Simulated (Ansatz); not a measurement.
# Thickness series of a Al/AlN/Au junction

Wanted: T(E), the conductance and its decay constant for Al/AlN/Au. The lower electrode is Al fcc(111), the upper one Au fcc(111); the barrier is AlN rock salt(111) (N and N faces). In the first transport cell, after relaxation, the nearest pair of electrode and barrier is Al–N at 1.79 Å, along the normal, at the lower face and Au–N at 2.45 Å, at a slant, at the upper one. All share a net of side 2.857 Å, which strains the lower electrode by +0.0 %, the upper one by -2.9 % and the barrier by -0.7 %, against typed lattice constants near PBE's. The first steps treat the bulk electrodes alone.

Method: PBE DFT, plane waves, PAW files, in the first sound run; inputs show where later runs differ, in Ansatz 0.2.0.

## Step 1: The starting structure

It takes space group Fm-3m (No. 225, cubic). Conventional cell: a = 4.040 Å, b = 4.040 Å, c = 4.040 Å, α = 90.00°, β = 90.00°, γ = 90.00°. Al has 12 Al at 2.86 Å nearest.

## Step 2: Layer spacing of the electrode, electrode Al fcc(111)

The electrode is held to the junction's net and relaxed along the normal; its spacing is used for the ideal lead layers.

File input.yaml:

```yaml
crystal:
  lattice:
    - [2.857, 0.0, 0.0]
    - [-1.4285, 2.4742345786, 0.0]
    - [0.0, 0.0, 6.9969904098]
  atoms:
    - { symbol: Al, position: [0.0, 0.0, 0.0] }
    - { symbol: Al, position: [0.3333333333, 0.6666666667, 0.3333333333] }
    - { symbol: Al, position: [0.6666666667, 0.3333333333, 0.6666666667] }
kpoints:
  mp_grid: { grid: [18, 18, 4] }
scf:
  occupations: { method: fermi_dirac, width: 0.1 }
  max_iter: 150
hamiltonian:
  xc: pbe
relax:
  f_tol: 0.01
  max_steps: 40
  cell: { fix: [a, b, angles] }
```

Command:

```console
$ ansatz run input.yaml --threads 4 --pin off --max-ram 10240MiB --backend cpu --events-out ev --progress --plain --runs-dir out
```

Numbers of over 12 decimals in the logs are rounded to 6 here.

Output:

```text
Engine: ansatz 0.2.0, aarch64-unknown-linux-gnu
Pseudopotentials: kind: paw
Pseudopotential: Al, paw, valence charge 3, recommended cutoff 420 eV (normal), Al.paw.azcp
Functional definition: PBE
  parameter kappa = 0.804
  parameter beta = 0.066725
  exchange = pbe_x(kappa = kappa, mu = beta*pi^2/3)
  correlation = pbe_c(beta = beta)
Crystal: 3 atoms, lattice volume = 49.461 Å³
Basis set: ecut = 420 eV, 959 PW (Γ), exchange–correlation on 40×40×96 points (8 copies of the dense FFT grid, shifted against one another)
Bands: 9, of which v1, the nominal top of the filled ones, is band 5 counted from 1 (4 counted from 0)
Symmetry: 36 space group operations
Space group: R-3m (ITA 166), of the structure as read, at distance tolerance 3.7e-5 Å
k-points: 138 of 1296
Non-local potential: Al, projectors of the file, l = 0: 2, l = 1: 2, l = 2: 1
PAW form: soft (Blöchl's): semilocal exchange-correlation on the pseudo side does not see the compensation charge
PAW one-centre angular grid: Al, 110 points (default); XC on 64 Gauss nodes
Initial density: superposition of atomic densities (neutral atoms: chi_scale 0, normalization atom), corrected by the library's trained network
Initial wavefunctions: pseudopotential atomic-orbital guess
Functional: x = pbe(κ = 0.804, μ = 0.219515), c = pbe(β = 0.066725)
SCF iter   1: F=—  HF=-1612.534530 eV  |F-HF|=—  |Δ(HF+E_count)|=         —  Δρ=4.74e-4  dr2=3.48e-5  ethr=1.77e-3  ⟨swp⟩=6.1  Hψ=22246  notcnv=0  defer=21
automatic band count: the SCF goes on with 13 bands, as 9 were too few: the levels above may hold too much charge
preconditioner: auto → none  [metal: Δε(μ)=0.028 eV  Ē_g=10.358 eV  σ=0.100 eV  W_gap=0.07  n_scr=4 (ndim 8)  ℏωp=15.8 eV  f_vac=0.000  D(μ)=1.20/eV (n_scr^D=4)  sad-step TF]
SCF iter   2: F=—  HF=-1612.534657 eV  |F-HF|=—  |Δ(HF+E_count)|=   1.27e-4  Δρ=2.69e-4  dr2=1.25e-5  ethr=3.86e-7  ⟨swp⟩=2.1  Hψ=3382  notcnv=0  defer=23
iter 3 did not close the SCF: its close was put off for the readings that it lacked (scf_convergence_deferred on its scf_iter line)
SCF iter   3: F=-1612.534690 eV  HF=-1612.534690 eV  |F-HF|=5.73e-9  |Δ(HF+E_count)|=   3.26e-5  Δρ=1.61e-5  dr2=9.31e-8  ethr=1.39e-7  ⟨swp⟩=2.0  Hψ=2148  notcnv=0  defer=23
iter 4 did not close the SCF: its close was put off for the readings that it lacked (scf_convergence_deferred on its scf_iter line)
SCF iter   4: F=-1612.534690 eV  HF=-1612.534690 eV  |F-HF|=2.31e-9  |Δ(HF+E_count)|=  6.06e-10  Δρ=3.47e-6  dr2=2.78e-9  ethr=1.03e-9  ⟨swp⟩=2.0  Hψ=2157  notcnv=0  defer=23
iter 5 did not close the SCF: its close was put off for the readings that it lacked (scf_convergence_deferred on its scf_iter line)
SCF iter   5: F=-1612.534690 eV  HF=-1612.534690 eV  |F-HF|=3.01e-10  |Δ(HF+E_count)|=   2.25e-9  Δρ=1.32e-6  dr2=4.59e-10  ethr=3.08e-11  ⟨swp⟩=1.8  Hψ=1953  notcnv=0  defer=23
SCF iter   6: F=-1612.534690 eV  HF=-1612.534690 eV  |F-HF|=2.07e-11  |Δ(HF+E_count)|=  3.11e-10  Δρ=2.90e-7  dr2=2.02e-11  ethr=5.10e-12  ⟨swp⟩=1.0  Hψ=4483  notcnv=0
SCF 1 converged in 6 iterations: F = -1612.534690 eV  dr2 = 2.02e-11
  greatest PAW one-centre occupation: 0.446 electrons in one spin orbital (limit 2), on the Al atom at site 2 (counted from 0), in its partial waves of l = 0
relax step   1: F+E_penalty+E_count = -1612.53468962 eV  Δ(F+E_penalty+E_count) = +0.000e0 eV  max|allowed force component| = 1.328e-27 eV/Å  Δτ_max = 0.0000 Å  P = +0.049 GPa  Ω = 49.461 Å³  fix = [a, b, alpha, beta, gamma]  reactions: a +0.225, b +0.225 GPa  (6 SCF iters, dr2 threshold 1.00e-7 eV, accepted)
Crystal: 3 atoms, lattice volume = 49.358 Å³
Bands: 13, of which v1, the nominal top of the filled ones, is band 5 counted from 1 (4 counted from 0)
Initial density: handed on by an earlier stage of this run
Initial wavefunctions: those handed on with the density
iter 1 solved again at ethr=1.12e-7 eV; its pass at ethr=3.10e-3 eV (dr2=1.01e-5 eV) is discarded
SCF iter   1: F=—  HF=-1612.534777 eV  |F-HF|=—  |Δ(HF+E_count)|=         —  Δρ=1.34e-4  dr2=1.05e-5  ethr=1.12e-7  ⟨swp⟩=2.4  Hψ=12058  notcnv=0
preconditioner: auto → none  [metal: Δε(μ)=0.004 eV  Ē_g=10.372 eV  σ=0.100 eV  W_gap=0.01  n_scr=4 (ndim 8)  ℏωp=15.9 eV  f_vac=0.000  D(μ)=1.20/eV (n_scr^D=4)]
SCF iter   2: F=—  HF=-1612.534825 eV  |F-HF|=—  |Δ(HF+E_count)|=   4.84e-5  Δρ=5.51e-5  dr2=1.72e-6  ethr=1.12e-7  ⟨swp⟩=1.0  Hψ=1794  notcnv=0
iter 3 did not close the SCF: its close was put off for the readings that it lacked (scf_convergence_deferred on its scf_iter line)
SCF iter   3: F=-1612.534824 eV  HF=-1612.534824 eV  |F-HF|=3.03e-9  |Δ(HF+E_count)|=   8.75e-7  Δρ=2.61e-6  dr2=2.76e-9  ethr=1.92e-8  ⟨swp⟩=1.0  Hψ=1802  notcnv=0
iter 4 did not close the SCF: its close was put off for the readings that it lacked (scf_convergence_deferred on its scf_iter line)
SCF iter   4: F=-1612.534824 eV  HF=-1612.534824 eV  |F-HF|=6.59e-12  |Δ(HF+E_count)|=   3.54e-9  Δρ=3.35e-7  dr2=4.85e-11  ethr=3.07e-11  ⟨swp⟩=2.3  Hψ=2415  notcnv=0
iter 5 did not close the SCF: its close was put off for the readings that it lacked (scf_convergence_deferred on its scf_iter line)
SCF iter   5: F=-1612.534824 eV  HF=-1612.534824 eV  |F-HF|=4.55e-13  |Δ(HF+E_count)|=  3.64e-12  Δρ=5.05e-8  dr2=6.39e-13  ethr=1.00e-12  ⟨swp⟩=1.0  Hψ=1794  notcnv=0
SCF iter   6: F=-1612.534824 eV  HF=-1612.534824 eV  |F-HF|=4.55e-13  |Δ(HF+E_count)|=    0.00e0  Δρ=2.58e-9  dr2=2.49e-15  ethr=1.00e-12  ⟨swp⟩=1.0  Hψ=4140  notcnv=0
SCF 2 converged in 6 iterations: F = -1612.534824 eV  dr2 = 2.49e-15
relax step   2: F+E_penalty+E_count = -1612.53482426 eV  Δ(F+E_penalty+E_count) = -1.346e-4 eV  max|allowed force component| = 4.761e-28 eV/Å  Δτ_max = 0.0000 Å  P = +0.214 GPa  Ω = 49.358 Å³  energy of the carried Pulay correction = +4.729e-5 eV  fix = [a, b, alpha, beta, gamma]  reactions: a +0.306, b +0.306 GPa  (6 SCF iters, dr2 threshold 2.30e-7 eV, accepted)
Initial wavefunctions: pseudopotential atomic-orbital guess (no wavefunctions were taken with the density)
iter 1 solved again at ethr=1.21e-9 eV; its pass at ethr=3.10e-3 eV (dr2=1.08e-7 eV) is discarded
SCF iter   1: F=—  HF=-1612.534729 eV  |F-HF|=—  |Δ(HF+E_count)|=         —  Δρ=3.49e-6  dr2=2.22e-9  ethr=1.21e-9  ⟨swp⟩=3.1  Hψ=17064  notcnv=0
SCF iter   2: F=—  HF=-1612.534781 eV  |F-HF|=—  |Δ(HF+E_count)|=   5.23e-5  Δρ=1.52e-6  dr2=6.58e-10  ethr=2.47e-11  ⟨swp⟩=3.1  Hψ=2992  notcnv=0
SCF iter   3: F=—  HF=-1612.534781 eV  |F-HF|=—  |Δ(HF+E_count)|=  1.07e-10  Δρ=1.04e-6  dr2=2.54e-10  ethr=7.31e-12  ⟨swp⟩=1.0  Hψ=1794  notcnv=0
iter 4 did not close the SCF: its close was put off for the readings that it lacked (scf_convergence_deferred on its scf_iter line)
SCF iter   4: F=-1612.534781 eV  HF=-1612.534781 eV  |F-HF|=0.00e0  |Δ(HF+E_count)|=  2.40e-10  Δρ=2.30e-7  dr2=2.20e-11  ethr=2.82e-12  ⟨swp⟩=2.0  Hψ=2418  notcnv=0
iter 5 did not close the SCF: its close was put off for the readings that it lacked (scf_convergence_deferred on its scf_iter line)
SCF iter   5: F=-1612.534781 eV  HF=-1612.534781 eV  |F-HF|=0.00e0  |Δ(HF+E_count)|=  1.14e-12  Δρ=1.26e-7  dr2=6.05e-12  ethr=1.00e-12  ⟨swp⟩=1.0  Hψ=1794  notcnv=0
iter 6 did not close the SCF: its close was put off for the readings that it lacked (scf_convergence_deferred on its scf_iter line)
SCF iter   6: F=-1612.534781 eV  HF=-1612.534781 eV  |F-HF|=2.27e-13  |Δ(HF+E_count)|=  2.27e-13  Δρ=6.27e-8  dr2=1.44e-12  ethr=1.00e-12  ⟨swp⟩=1.0  Hψ=1794  notcnv=0
iter 7 did not close the SCF: its close was put off for the readings that it lacked (scf_convergence_deferred on its scf_iter line)
SCF iter   7: F=-1612.534781 eV  HF=-1612.534781 eV  |F-HF|=4.55e-13  |Δ(HF+E_count)|=  4.55e-13  Δρ=2.91e-8  dr2=3.07e-13  ethr=1.00e-12  ⟨swp⟩=1.0  Hψ=1794  notcnv=0
SCF iter   8: F=-1612.534781 eV  HF=-1612.534781 eV  |F-HF|=0.00e0  |Δ(HF+E_count)|=  6.82e-13  Δρ=9.44e-9  dr2=3.24e-14  ethr=1.00e-12  ⟨swp⟩=2.0  Hψ=4772  notcnv=0
SCF 3 converged in 8 iterations: F = -1612.534781 eV  dr2 = 3.24e-14
relax step   3: F+E_penalty+E_count = -1612.53478143 eV  Δ(F+E_penalty+E_count) = +4.283e-5 eV  max|allowed force component| = 1.202e-27 eV/Å  Δτ_max = 0.0000 Å  P = +0.213 GPa  Ω = 49.358 Å³  fix = [a, b, alpha, beta, gamma]  reactions: a +0.305, b +0.305 GPa  stress off target by 2.91e-2 GPa on what of the cell is left free  SCF on the basis re-selected at this cell (its energy is not comparable with the rows above)  (8 SCF iters)
basis re-selected at this cell: Δ(F+E_penalty+E_count) = +4.283e-5 eV, ΔP = -0.001 GPa vs the last step (what re-selecting the basis moved, of the pressure what is left beyond the Pulay correction that the steps carried, after the strain that the cell walked since its last selection, with what the two solves' SCF thresholds leave and, on support functions, any second-order correction that the steps lacked; it is no m [...]
SCF converged after 8 iterations
Free energy (F): -1612.534781 eV
Harris-Foulkes:  -1612.534781 eV  (|F-HF|=0.00e0)
Internal energy: -1612.495256 eV  (E = F + TS)
E sigma→0 (E₀):  -1612.515019 eV
Entropy (-TS):   -0.039526 eV (-13.175 meV/atom)
Fermi energy:    7.965341 eV
--- Per-component energies (eV) ---
  E_band       = 31.916367
  E_kinetic    = 68.444909
  E_local      = 29.821711  (includes V_loc(G=0)·N_el)
  E_nonlocal   = 30.951214
  E_hartree    = 0.315658
  E_xc         = -119.249302
  E_vxc        = -86.942649  (∫ρ·V_xc dr)
  E_paw        = -1402.023166  (= ΣΔE_a)
  E_vpaw       = -10.990128  (= ΣTr[D̂ρ^β])
  E_aug_tail   = -0.000007  (compensation charges beyond the density's cutoff)
  E_ewald      = -220.756273
  E_smearing   = -0.039526  (= −TS)
  E_closure    = 0.000000  (closes the sum)
  Σ components = -1612.534781   (vs F -1612.534781, Δ=0.00e0)
--- Forces (eV/Å), atoms counted from 1 ---
  atom   1  Al     0.00000000     0.00000000     0.00000000
  atom   2  Al     0.00000000     0.00000000     0.00000000
  atom   3  Al     0.00000000     0.00000000    -0.00000000
  max |Σ_I F_I| component: 1.80e-27 eV/Å
--- Stress (GPa, compression-positive) ---
        0.305287       0.000000      -0.000000
        0.000000       0.305287       0.000000
       -0.000000       0.000000       0.029060
  P = ⅓ Tr σ = 0.2132 GPa (2.132 kbar)
--- Relaxed structure (2 steps of the walk, 2 accepted, 1 SCFs on fresh bases) ---
  F+E_penalty+E_count = -1612.53478143 eV   max|allowed force component| = 1.202e-27 eV/Å   (the final SCF, on the basis selected at the relaxed cell)
  cell:  # Å, volume = 49.3579 Å³
    - [2.857000, 0, 0]
    - [-1.428500, 2.474235, 0]
    - [0, 0, 6.982414]
  atoms:
    - { symbol: Al, position: [0, 0, 0] }
    - { symbol: Al, position: [0.333333, 0.666667, 0.333333] }
    - { symbol: Al, position: [0.666667, 0.333333, 0.666667] }
```

Run time: 5 s. Hardware: 4 threads of Arm Neoverse V1, shared host; peak memory 0.39 GiB.

Step by step:

```tsv
step	energy less that of the first step (eV)	largest force component (eV/Å)	pressure (GPa)	volume (Å³)
1	0.0000	0.0000	0.05	49.46
2	-0.0001	0.0000	0.21	49.36
3*	-0.0001	0.0000	0.21	49.36
```

Relaxation steps marked * repeat the geometry before them on a plane-wave basis chosen anew for their cell, so energy and pressure can jump there.

The run keeps the 36 symmetry operations that it works with, so distortions that break them were not tested.

```tsv
cell as run	before	after	change
a (Å)	2.857	2.857	-0.0 %
b (Å)	2.857	2.857	-0.0 %
c (Å)	6.997	6.982	-0.2 %
volume (Å³/atom)	16.49	16.45	-0.2 %
```

Final coordinates:

```xyz
3
Lattice="2.8570 0.0000 0.0000 -1.4285 2.4742 0.0000 0.0000 0.0000 6.9824" Properties=species:S:1:pos:R:3 pbc="T T T"
Al    0.0000    0.0000    0.0000
Al    0.0000    1.6495    2.3275
Al    1.4285    0.8247    4.6549
```

Numbers from this step:

```yaml
free_energy: -1612.5348 eV
fermi_energy: 7.965 eV
pressure: 0.2132 GPa
```

The cell shrank by 0.2 % in volume.

## Step 3: The strained electrode, electrode Au fcc(111)

System of this step: Au. It takes space group R-3m (No. 166, trigonal). Conventional cell: a = 2.857 Å, b = 2.857 Å, c = 7.350 Å, α = 90.00°, β = 90.00°, γ = 120.00°. Au has 12 Au at 2.86 to 2.95 Å nearest.

The electrode is held to the junction's net and relaxed along the normal; its spacing is used for the ideal lead layers.

input.yaml, the sections that differ from step 2:

```yaml
crystal:
  lattice:
    - [2.857, 0.0, 0.0]
    - [-1.4285, 2.4742345786, 0.0]
    - [0.0, 0.0, 7.3503287745]
  atoms:
    - { symbol: Au, position: [0.0, 0.0, 0.0] }
    - { symbol: Au, position: [0.3333333333, 0.6666666667, 0.3333333333] }
    - { symbol: Au, position: [0.6666666667, 0.3333333333, 0.6666666667] }
# kpoints, scf, hamiltonian, relax: as in step 2
```

Output:

```text
[...]
Crystal: 3 atoms, lattice volume = 51.959 Å³
Basis set: ecut = 420 eV, 1033 PW (Γ), exchange–correlation on 40×40×100 points (8 copies of the dense FFT grid, shifted against one another)
Bands: 35, of which v1, the nominal top of the filled ones, is band 29 counted from 1 (28 counted from 0)
Symmetry: 36 space group operations
[...]
k-points: 138 of 1296
[...]
SCF iter   1: F=—  HF=-39447.936291 eV  |F-HF|=—  |Δ(HF+E_count)|=         —  Δρ=1.50e-3  dr2=1.80e-4  ethr=1.77e-3  ⟨swp⟩=5.5  Hψ=16468  notcnv=0  defer=37
[...]
SCF iter   6: F=-39447.938679 eV  HF=-39447.938679 eV  |F-HF|=8.73e-11  |Δ(HF+E_count)|=   5.56e-9  Δρ=6.68e-7  dr2=1.57e-10  ethr=1.56e-11  ⟨swp⟩=1.8  Hψ=14237  notcnv=0
SCF 1 converged in 6 iterations: F = -39447.938679 eV  dr2 = 1.57e-10
[...]
relax step   1: F+E_penalty+E_count = -39447.93867872 eV  Δ(F+E_penalty+E_count) = +0.000e0 eV  max|allowed force component| = 7.246e-27 eV/Å  Δτ_max = 0.0000 Å  P = +6.185 GPa  Ω = 51.959 Å³  fix = [a, b, alpha, beta, gamma]  reactions: a +7.502, b +7.502 GPa  (6 SCF iters, dr2 threshold 1.00e-7 eV, accepted)
Crystal: 3 atoms, lattice volume = 53.723 Å³
Basis set: ecut = 420 eV, 1057 PW (Γ), exchange–correlation on 40×40×100 points (8 copies of the dense FFT grid, shifted against one another)
[...]
SCF iter   5: F=-39447.946044 eV  HF=-39447.946043 eV  |F-HF|=2.75e-8  |Δ(HF+E_count)|=   1.35e-6  Δρ=1.60e-5  dr2=1.41e-7  ethr=5.26e-10  ⟨swp⟩=4.0  Hψ=15610  notcnv=0
SCF 2 converged in 5 iterations: F = -39447.946044 eV  dr2 = 1.41e-7
relax step   2: F+E_penalty+E_count = -39447.94604351 eV  Δ(F+E_penalty+E_count) = -7.365e-3 eV  max|allowed force component| = 1.323e-26 eV/Å  Δτ_max = 0.0000 Å  P = +1.548 GPa  Ω = 53.723 Å³  energy of the carried Pulay correction = -5.982e-4 eV  fix = [a, b, alpha, beta, gamma]  reactions: a +3.200, b +3.200 GPa  (5 SCF iters, dr2 threshold 3.00e-7 eV, accepted)
Crystal: 3 atoms, lattice volume = 53.139 Å³
Basis set: ecut = 420 eV, 1045 PW (Γ), exchange–correlation on 40×40×100 points (8 copies of the dense FFT grid, shifted against one another)
[...]
SCF iter   4: F=-39447.949910 eV  HF=-39447.949910 eV  |F-HF|=6.39e-8  |Δ(HF+E_count)|=   1.44e-6  Δρ=2.13e-5  dr2=1.64e-7  ethr=5.26e-10  ⟨swp⟩=4.0  Hψ=15500  notcnv=0
SCF 3 converged in 4 iterations: F = -39447.949910 eV  dr2 = 1.64e-7
relax step   3: F+E_penalty+E_count = -39447.94990985 eV  Δ(F+E_penalty+E_count) = -3.866e-3 eV  max|allowed force component| = 9.085e-27 eV/Å  Δτ_max = 0.0000 Å  P = +2.922 GPa  Ω = 53.139 Å³  energy of the carried Pulay correction = -4.026e-4 eV  fix = [a, b, alpha, beta, gamma]  reactions: a +4.496, b +4.496 GPa  (4 SCF iters, dr2 threshold 3.00e-7 eV, accepted)
[...]
relax step   4: F+E_penalty+E_count = -39447.94999312 eV  Δ(F+E_penalty+E_count) = -8.327e-5 eV  max|allowed force component| = 5.082e-27 eV/Å  Δτ_max = 0.0000 Å  P = +3.119 GPa  Ω = 53.061 Å³  energy of the carried Pulay correction = -3.761e-4 eV  fix = [a, b, alpha, beta, gamma]  reactions: a +4.680, b +4.680 GPa  (3 SCF iters, dr2 threshold 1.27e-7 eV, accepted)
Basis set: ecut = 420 eV, 1045 PW (Γ), exchange–correlation on 40×40×108 points (8 copies of the dense FFT grid, shifted against one another)
[...]
SCF iter   5: F=-39447.950350 eV  HF=-39447.950350 eV  |F-HF|=7.28e-12  |Δ(HF+E_count)|=  7.93e-10  Δρ=2.38e-7  dr2=2.55e-11  ethr=1.00e-12  ⟨swp⟩=4.2  Hψ=22406  notcnv=0
SCF 5 converged in 5 iterations: F = -39447.950350 eV  dr2 = 2.55e-11
relax step   5: F+E_penalty+E_count = -39447.95035022 eV  Δ(F+E_penalty+E_count) = -3.571e-4 eV  max|allowed force component| = 2.076e-28 eV/Å  Δτ_max = 0.0000 Å  P = +3.114 GPa  Ω = 53.061 Å³  fix = [a, b, alpha, beta, gamma]  reactions: a +4.677, b +4.677 GPa  stress off target by 1.32e-2 GPa on what of the cell is left free  SCF on the basis re-selected at this cell (its energy is not comparable with the rows above)  (5 SCF iters)
basis re-selected at this cell: Δ(F+E_penalty+E_count) = -3.571e-4 eV, ΔP = -0.005 GPa vs the last step (what re-selecting the basis moved, of the pressure what is left beyond the Pulay correction that the steps carried, after the strain that the cell walked since its last selection, with what the two solves' SCF thresholds leave and, on support functions, any second-order correction that the steps lacked; it is no measure of the basis error at this ecutwfc). The dense FFT grid was sized anew with the basis: this SCF ran on 20×20×54 points, the steps before it on 20×20×50, so part of this shift can come from that change (see relax.cell in the input reference). [rest of the remark cut]
SCF converged after 5 iterations
Free energy (F): -39447.950350 eV
[...]
Internal energy: -39447.915811 eV  (E = F + TS)
E sigma→0 (E₀):  -39447.933081 eV
Entropy (-TS):   -0.034539 eV (-11.513 meV/atom)
Fermi energy:    19.660723 eV
[...]
--- Stress (GPa, compression-positive) ---
        4.676944       0.000000      -0.000000
        0.000000       4.676944      -0.000000
       -0.000000      -0.000000      -0.013151
  P = ⅓ Tr σ = 3.1136 GPa (31.136 kbar)
--- Relaxed structure (4 steps of the walk, 4 accepted, 1 SCFs on fresh bases) ---
[...]
cell:  # Å, volume = 53.0609 Å³
    - [2.857000, 0, 0]
    - [-1.428500, 2.474235, 0]
    - [0, 0, 7.506254]
  atoms:
    - { symbol: Au, position: [0, 0, 0] }
    - { symbol: Au, position: [0.333333, 0.666667, 0.333333] }
    - { symbol: Au, position: [0.666667, 0.333333, 0.666667] }
```

The job ended after 14 s (4 threads; peak memory 0.48 GiB; 44 s of CPU time).

Relaxation path:

```tsv
step	energy less that of the first step (eV)	largest force component (eV/Å)	pressure (GPa)	volume (Å³)
1	0.0000	0.0000	6.18	51.96
2	-0.0074	0.0000	1.55	53.72
3	-0.0112	0.0000	2.92	53.14
4	-0.0113	0.0000	3.12	53.06
5*	-0.0117	0.0000	3.11	53.06
```

Relaxation steps marked * repeat the geometry before them on a plane-wave basis chosen anew for their cell, so energy and pressure can jump there.

Forces are held to the 36 operations that the run works with; a distortion that breaks them can't arise in this run.

```tsv
conventional cell, symmetrised	before	after	change
a (Å)	2.857	2.857	-0.0 %
b (Å)	2.857	2.857	-0.0 %
c (Å)	7.350	7.506	+2.1 %
volume (Å³/atom)	17.32	17.69	+2.1 %
```

The relaxed structure:

```cif
data_structure
_symmetry_space_group_name_H-M 'P 1'
_symmetry_Int_Tables_number 1
_cell_length_a 2.8570
_cell_length_b 2.8570
_cell_length_c 7.5063
_cell_angle_alpha 90.000
_cell_angle_beta 90.000
_cell_angle_gamma 120.000
_cell_volume 53.06
loop_
_atom_site_label
_atom_site_type_symbol
_atom_site_fract_x
_atom_site_fract_y
_atom_site_fract_z
_atom_site_occupancy
Au1 Au 0.00000 0.00000 0.00000 1
Au2 Au 0.33333 0.66667 0.33333 1
Au3 Au 0.66667 0.33333 0.66667 1
```

Numbers from this step:

```
free energy  : -39447.9504 eV
Fermi energy : 19.66 eV
pressure     : 3.114 GPa
```

(Part 1 of 6 ends here.)

[Logs are printed without paths, hosts, clocks, repeated set-up lines and the standing remarks that a program may print on its own settings, such as how far it seeks lower states.]

[Hosts, paths, dates, database ids (printed as entryN), source tags and the programs' standing remarks are cut or masked in the printed files.]
